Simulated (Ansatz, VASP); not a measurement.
Two plane-wave programs on Al

```
Al
1.0
     2.81245    0.00000    0.00000
    -1.40623    2.43566    0.00000
     0.00000    0.00000    4.86685
Al
2
Direct
  0.66667 0.33333 0.75000
  0.33333 0.66667 0.25000
```

This isn't the form of Al at room conditions, which is fcc.

Alike in both runs: task single point; functional LDA; k mesh 12 × 12 × 6; occupations fermi-dirac, width 0.1 eV; no spin polarisation.

```csv
,VASP,Ansatz
version,VASP 6.6.1,Ansatz 0.2.0
potentials or method,"VASP PAW LDA potentials, release 64 (Al)","plane waves, PAW"
plane-wave cutoff (eV),520,500
valence electrons in the cell,6,6
```

|  | VASP | Ansatz | Ansatz less VASP |
| --- | --- | --- | --- |
| pressure (GPa) | -3.1 | -3.2 | -0.06 |
| largest component of the traceless stress (GPa) | 2.02 | 2.01 | -0.012 |
